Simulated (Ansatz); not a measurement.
# SiC (Moissanite 6H) (P6_3mc) in Ansatz: further runs, part 2 of 2

Ansatz 0.2.0. Earlier steps stand in the parts before.

### 5 Relaxation of cell and atoms, RPBE

Input file input.yaml:

```yaml
crystal:
  lattice:
    - [3.095, 0.0, 0.0]
    - [-1.5475, 2.6803486247, 0.0]
    - [0.0, 0.0, 15.17]
  atoms:
    - { symbol: Si, position: [0.6666666667, 0.3333333333, 0.4583] }
    - { symbol: Si, position: [0.3333333333, 0.6666666667, 0.9583] }
    - { symbol: Si, position: [0.6666666667, 0.3333333333, 0.7917] }
    - { symbol: Si, position: [0.3333333333, 0.6666666667, 0.2917] }
    - { symbol: Si, position: [0.0, 0.0, 0.625] }
    - { symbol: Si, position: [0.0, 0.0, 0.125] }
    - { symbol: C, position: [0.6666666667, 0.3333333333, 0.3333] }
    - { symbol: C, position: [0.3333333333, 0.6666666667, 0.8333] }
    - { symbol: C, position: [0.6666666667, 0.3333333333, 0.6667] }
    - { symbol: C, position: [0.3333333333, 0.6666666667, 0.1667] }
    - { symbol: C, position: [0.0, 0.0, 0.5] }
    - { symbol: C, position: [0.0, 0.0, 0.0] }
hamiltonian:
  xc: rpbe
  pseudopotentials: { kind: paw }
kpoints:
  mp_grid: { grid: [10, 10, 2] }
scf:
  occupations: { method: fermi_dirac, width: 0.05 }
output:
  forces: true
  stress: true
relax:
  f_tol: 0.01
  max_steps: 40
  cell: { stress_tol: 0.05 }
```

Potentials or basis: Ansatz PAW.

Run with:

```
$ ansatz run input.yaml --threads 4 --pin off --max-ram 11264MiB --backend cpu --events-out ev --progress --plain --runs-dir out
```

The program printed:

```text
Warning: RAYON_NUM_THREADS=4 ignored (pool sized by the plan → 4); use --threads N
Engine: ansatz 0.2.0, x86_64-unknown-linux-gnu
Pseudopotentials: kind: paw
Pseudopotential: Si, paw, valence charge 4, recommended cutoff 420 eV (normal), Si.paw.azcp
Pseudopotential: C, paw, valence charge 4, recommended cutoff 420 eV (normal), C.paw.azcp
Functional definition: RPBE
  parameter kappa = 0.804
  parameter beta = 0.06672455060314922
  exchange = rpbe_x(kappa = kappa, mu = beta*pi^2/3)
  correlation = pbe_c(beta = beta)
Crystal: 12 atoms, lattice volume = 125.845 Å³
Basis set: ecut = 420 eV, 2451 PW (Γ), exchange–correlation on 48×48×216 points (8 copies of the dense FFT grid, shifted against one another)
Bands: 36, of which v1, the nominal top of the filled ones, is band 24 counted from 1 (23 counted from 0)
Symmetry: 12 space group operations
Space group: P63mc (ITA 186), of the structure as read, at distance tolerance 5.0e-5 Å
k-points: 28 of 200
Non-local potential: Si, projectors of the file, l = 0: 2, l = 1: 2, l = 2: 2
Non-local potential: C, projectors of the file, l = 0: 2, l = 1: 2, l = 2: 1
PAW form: soft (Blöchl's): semilocal exchange-correlation on the pseudo side does not see the compensation charge
PAW frozen core: Si, regenerated for the run's functional, and the local potential with it (the file was generated under x = pbe(κ = 0.804, μ = 0.2195149727645171), c = pbe(β = 0.06672455060314922))
PAW frozen core: C, regenerated for the run's functional, and the local potential with it (the file was generated under x = pbe(κ = 0.804, μ = 0.2195149727645171), c = pbe(β = 0.06672455060314922))
PAW one-centre angular grid: Si, 110 points (default); XC on 64 Gauss nodes
PAW one-centre angular grid: C, 110 points (default); XC on 64 Gauss nodes
Initial density: superposition of atomic densities (neutral atoms: chi_scale 0, normalization atom), corrected by the library's trained network
Initial wavefunctions: pseudopotential atomic-orbital guess
Functional: x = rpbe, c = pbe(β = 0.06672455060314922)
SCF iter   1: F=—  HF=-5348.881615 eV  |F-HF|=—  |Δ(HF+E_count)|=         —  Δρ=3.65e-3  dr2=1.15e-2  ethr=1.77e-3  ⟨swp⟩=6.6  Hψ=5236  notcnv=0  defer=20
preconditioner: auto → none  [insulator: Δε(μ)=2.012 eV  Ē_g=11.894 eV  σ=0.050 eV  W_gap=1.00  n_scr=10 (ndim 8)  ℏωp=22.9 eV  f_vac=0.000  D(μ)=0.00/eV (n_scr^D=0)  ε∞_Penn≈4.7]
SCF iter   2: F=—  HF=-5348.880093 eV  |F-HF|=—  |Δ(HF+E_count)|=   1.52e-3  Δρ=1.32e-3  dr2=1.13e-3  ethr=2.39e-5  ⟨swp⟩=2.3  Hψ=1822  notcnv=0  defer=68
SCF iter   3: F=—  HF=-5348.880075 eV  |F-HF|=—  |Δ(HF+E_count)|=   1.77e-5  Δρ=3.28e-4  dr2=5.69e-5  ethr=2.35e-6  ⟨swp⟩=2.4  Hψ=1577  notcnv=0  defer=68
SCF iter   4: F=—  HF=-5348.879911 eV  |F-HF|=—  |Δ(HF+E_count)|=   1.64e-4  Δρ=5.54e-5  dr2=3.62e-6  ethr=1.19e-7  ⟨swp⟩=2.0  Hψ=1458  notcnv=0  defer=68
SCF iter   5: F=—  HF=-5348.879914 eV  |F-HF|=—  |Δ(HF+E_count)|=   2.72e-6  Δρ=2.00e-5  dr2=8.06e-7  ethr=7.54e-9  ⟨swp⟩=2.0  Hψ=1351  notcnv=0  defer=68
SCF iter   6: F=—  HF=-5348.879914 eV  |F-HF|=—  |Δ(HF+E_count)|=   3.34e-7  Δρ=8.47e-6  dr2=1.09e-7  ethr=1.68e-9  ⟨swp⟩=2.6  Hψ=1516  notcnv=0  defer=68
SCF iter   7: F=-5348.879914 eV  HF=-5348.879914 eV  |F-HF|=4.58e-9  |Δ(HF+E_count)|=   7.75e-8  Δρ=2.11e-6  dr2=5.57e-9  ethr=2.08e-10  ⟨swp⟩=4.0  Hψ=3082  notcnv=0
SCF 1 converged in 7 iterations: F = -5348.879914 eV  dr2 = 5.57e-9
relax step   1: F+E_penalty+E_count = -5348.87991402 eV  Δ(F+E_penalty+E_count) = +0.000e0 eV  max|allowed force component| = 1.406e-1 eV/Å  Δτ_max = 0.0000 Å  P = +3.425 GPa  Ω = 125.845 Å³  (7 SCF iters, dr2 threshold 1.00e-7 eV, accepted)
Crystal: 12 atoms, lattice volume = 126.939 Å³
Basis set: ecut = 420 eV, 2475 PW (Γ), exchange–correlation on 48×48×216 points (8 copies of the dense FFT grid, shifted against one another)
Initial density: handed on by an earlier stage of this run
Initial wavefunctions: those handed on with the density
iter 1 solved again at ethr=1.51e-5 eV; its pass at ethr=3.10e-3 eV (dr2=7.24e-3 eV) is discarded
SCF iter   1: F=—  HF=-5348.898241 eV  |F-HF|=—  |Δ(HF+E_count)|=         —  Δρ=2.10e-3  dr2=7.01e-3  ethr=1.51e-5  ⟨swp⟩=2.1  Hψ=3774  notcnv=0
preconditioner: auto → none  [insulator: Δε(μ)=2.022 eV  Ē_g=11.830 eV  σ=0.050 eV  W_gap=1.00  n_scr=10 (ndim 8)  ℏωp=22.8 eV  f_vac=0.000  D(μ)=0.00/eV (n_scr^D=0)  ε∞_Penn≈4.7]
SCF iter   2: F=—  HF=-5348.896180 eV  |F-HF|=—  |Δ(HF+E_count)|=   2.06e-3  Δρ=3.87e-4  dr2=2.48e-4  ethr=1.46e-5  ⟨swp⟩=2.5  Hψ=1572  notcnv=0
SCF iter   3: F=—  HF=-5348.895918 eV  |F-HF|=—  |Δ(HF+E_count)|=   2.61e-4  Δρ=1.27e-4  dr2=2.27e-5  ethr=5.17e-7  ⟨swp⟩=2.6  Hψ=1653  notcnv=0
SCF iter   4: F=—  HF=-5348.895921 eV  |F-HF|=—  |Δ(HF+E_count)|=   2.65e-6  Δρ=4.37e-5  dr2=4.57e-6  ethr=4.73e-8  ⟨swp⟩=2.1  Hψ=1449  notcnv=0
iter 5 did not close the SCF: its close was put off for the readings that it lacked (scf_convergence_deferred on its scf_iter line)
SCF iter   5: F=-5348.895922 eV  HF=-5348.895921 eV  |F-HF|=8.62e-8  |Δ(HF+E_count)|=   3.61e-7  Δρ=8.99e-6  dr2=5.80e-8  ethr=9.51e-9  ⟨swp⟩=2.3  Hψ=1499  notcnv=0
SCF iter   6: F=-5348.895922 eV  HF=-5348.895922 eV  |F-HF|=1.80e-9  |Δ(HF+E_count)|=   1.10e-7  Δρ=1.76e-6  dr2=6.07e-9  ethr=1.21e-10  ⟨swp⟩=1.1  Hψ=2806  notcnv=0
[... 52 lines left out ...]
SCF 6 converged in 6 iterations: F = -5348.902431 eV  dr2 = 1.00e-12
relax step   6: F+E_penalty+E_count = -5348.90243104 eV  Δ(F+E_penalty+E_count) = -3.190e-3 eV  max|allowed force component| = 2.305e-4 eV/Å  Δτ_max = 0.0000 Å  P = +0.043 GPa  Ω = 127.864 Å³  stress off target by 4.63e-2 GPa  SCF on the basis re-selected at this cell (its energy is not comparable with the rows above)  (6 SCF iters)
basis re-selected at this cell: Δ(F+E_penalty+E_count) = -3.190e-3 eV, ΔP = +0.044 GPa vs the last step (what re-selecting the basis moved, of the pressure what is left beyond the Pulay correction that the steps carried, after the strain that the cell walked since its last selection, with what the two solves' SCF thresholds leave and, on support functions, any second-order correction that the steps lacked; it is no measure of the basis error at this ecutwfc). This SCF's stress stands 4.63e-2 GPa from its target on what of the cell is left free (relax.cell.stress_tol is 5.00e-2 GPa) and its largest allowed force component is 2.30e-4 eV/Å (relax.f_tol is 1.00e-2 eV/Å): within both
SCF converged after 6 iterations
Free energy (F): -5348.902431 eV
Harris-Foulkes:  -5348.902431 eV  (|F-HF|=2.73e-12)
Internal energy: -5348.902431 eV  (E = F + TS)
E sigma→0 (E₀):  -5348.902431 eV
Fermi energy:    10.280808 eV
--- Per-component energies (eV) ---
  E_band       = 162.560421
  E_kinetic    = 804.313083
  E_local      = -631.730861  (includes V_loc(G=0)·N_el)
  E_nonlocal   = 301.943062
  E_hartree    = 194.991672
  E_xc         = -630.995105
  E_vxc        = -651.913919  (∫ρ·V_xc dr)
  E_paw        = -3696.007591  (= ΣΔE_a)
  E_vpaw       = -50.034348  (= ΣTr[D̂ρ^β])
  E_aug_tail   = 0.000071  (compensation charges beyond the density's cutoff)
  E_ewald      = -1691.183977
  E_core_change = -0.232786  (= ΣΔE_core)
  E_smearing   = -0.000000  (= −TS)
  E_closure    = -0.000000  (closes the sum)
  Σ components = -5348.902431   (vs F -5348.902431, Δ=0.00e0)
--- Forces (eV/Å), atoms counted from 1 ---
  atom   1  Si     0.00000000     0.00000000     0.00019555
  atom   2  Si     0.00000000    -0.00000000     0.00019555
  atom   3  Si     0.00000000    -0.00000000     0.00021416
  atom   4  Si     0.00000000     0.00000000     0.00021416
  atom   5  Si     0.00000000    -0.00000000     0.00006859
  atom   6  Si     0.00000000     0.00000000     0.00006859
  atom   7  C      0.00000000    -0.00000000    -0.00023017
  atom   8  C     -0.00000000     0.00000000    -0.00023017
  atom   9  C     -0.00000000     0.00000000    -0.00011286
  atom  10  C      0.00000000    -0.00000000    -0.00011286
  atom  11  C     -0.00000000    -0.00000000    -0.00013343
  atom  12  C      0.00000000     0.00000000    -0.00013343
  max |Σ_I F_I| component: 3.68e-6 eV/Å
--- Stress (GPa, compression-positive) ---
        0.041938      -0.000000       0.000000
       -0.000000       0.041938       0.000000
        0.000000       0.000000       0.046344
  P = ⅓ Tr σ = 0.0434 GPa (0.434 kbar)
--- Relaxed structure (5 steps of the walk, 5 accepted, 1 SCFs on fresh bases) ---
  F+E_penalty+E_count = -5348.90243104 eV   max|allowed force component| = 2.305e-4 eV/Å   (the final SCF, on the basis selected at the relaxed cell)
  cell:  # Å, volume = 127.8638 Å³
    - [3.1103722136723477, -1.7445632556031615e-33, 9.912291225017962e-34]
    - [-1.5551861068361739, 2.6936613522654933, 5.44912415598774e-19]
    - [5.635818130704486e-33, 3.0840470782187235e-18, 15.2613255616831]
  atoms:
    - { symbol: Si, position: [0.6666666666666666, 0.3333333333333333, 0.4583149843742366] }
    - { symbol: Si, position: [0.3333333333333333, 0.6666666666666666, 0.9583149843742367] }
    - { symbol: Si, position: [0.6666666666666666, 0.3333333333333333, 0.7918188848659158] }
    - { symbol: Si, position: [0.3333333333333333, 0.6666666666666666, 0.29181888486591584] }
    - { symbol: Si, position: [1.9904888971308565e-21, 3.980977794264024e-21, 0.6250380133793767] }
    - { symbol: Si, position: [1.990488897136153e-21, 3.980977794270356e-21, 0.12503801337937664] }
    - { symbol: C, position: [0.6666666666666666, 0.3333333333333333, 0.3333142051490867] }
    - { symbol: C, position: [0.3333333333333333, 0.6666666666666666, 0.8333142051490868] }
    - { symbol: C, position: [0.6666666666666666, 0.3333333333333333, 0.666825279637151] }
    - { symbol: C, position: [0.3333333333333333, 0.6666666666666666, 0.1668252796371511] }
    - { symbol: C, position: [-1.630408488461695e-20, -3.2608169769235245e-20, 0.4996886325942333] }
    - { symbol: C, position: [-1.6304084884620638e-20, -3.260816976924097e-20, -0.000311367405766719] }
```

Run time: 14 s. Hardware: 4 threads of Intel Xeon at 2.70GHz, shared host; peak memory 0.5 GiB.

What came out:

| Property | Result |
| --- | --- |
| Free energy | -5348.9024 eV |
| Relaxed volume | 10.66 Å³/atom |
| Relaxed cell | a = 3.110 Å, b = 3.110 Å, c = 15.261 Å, α = 90.00°, β = 90.00°, γ = 120.00° |
| Space group after relaxing (to 0.05 Å) | P6_3mc (No. 186) |
| Energy gained by relaxing | 1.9 meV/atom |
| Ionic steps | 6 |
| Pressure after relaxing | 0.0 GPa |
| Band gap on the k mesh | 2.05 eV |

The path:
| step | energy change (eV) | largest force (eV/Å) | volume (Å³) |
| --- | --- | --- | --- |
| 1 | 0.0000 | 0.1406 | 125.85 |
| 2 | -0.0160 | 0.0679 | 126.94 |
| 3 | -0.0193 | 0.0117 | 127.86 |
| 4 | -0.0193 | 0.0078 | 127.87 |
| 5 | -0.0193 | 0.0002 | 127.86 |
| 6 | -0.0225 | 0.0002 | 127.86 |

Final structure:
```cif
data_structure
_symmetry_space_group_name_H-M 'P 1'
_symmetry_Int_Tables_number 1
_cell_length_a 3.1104
_cell_length_b 3.1104
_cell_length_c 15.2613
_cell_angle_alpha 90.000
_cell_angle_beta 90.000
_cell_angle_gamma 120.000
_cell_volume 127.86
loop_
_atom_site_label
_atom_site_type_symbol
_atom_site_fract_x
_atom_site_fract_y
_atom_site_fract_z
_atom_site_occupancy
Si1 Si 0.66667 0.33333 0.45831 1
Si2 Si 0.33333 0.66667 0.95831 1
Si3 Si 0.66667 0.33333 0.79182 1
Si4 Si 0.33333 0.66667 0.29182 1
Si5 Si 0.00000 0.00000 0.62504 1
Si6 Si 0.00000 0.00000 0.12504 1
C1 C 0.66667 0.33333 0.33331 1
C2 C 0.33333 0.66667 0.83331 1
C3 C 0.66667 0.33333 0.66683 1
C4 C 0.33333 0.66667 0.16683 1
C5 C 0.00000 0.00000 0.49969 1
C6 C 0.00000 0.00000 0.99969 1
```

Caveat: the plane-wave basis is chosen anew once the cell has moved, so the energies of steps on either side of that aren't comparable; the PAW data sets come from PBE, with cores solved anew for the run's functional, which leaves a small shift of forces and pressure. Zero-point motion and thermal expansion aren't in these numbers.

### 6 Summary

```csv
task,level,cell,smearing,gap on the mesh (eV),pressure (GPa),relaxed volume (Å³/atom),largest force (eV/Å)
relaxation of cell and atoms,PBE,relaxed,fermi-dirac 0.05 eV,2.03,0.0,10.50,0.01
single point,PBE,as given,gaussian 0.013 eV,2.02,0.2,-,0.14
single point,PBE,as given,gaussian 0.014 eV,2.02,0.2,-,0.14
relaxation of cell and atoms,RPBE,relaxed,fermi-dirac 0.05 eV,2.05,0.0,10.66,-
```

Alike in all rows: potentials or basis Ansatz PAW; no spin polarisation; k mesh 10 × 10 × 2; cutoff (eV) 420.

Caveats: the plane-wave basis is chosen anew once the cell has moved, so the energies of steps on either side of that aren't comparable (some runs); the PAW data sets come from PBE, with cores solved anew for the run's functional, which leaves a small shift of forces and pressure (some runs).

Absolute energies hang on the potentials; compare differences alone.
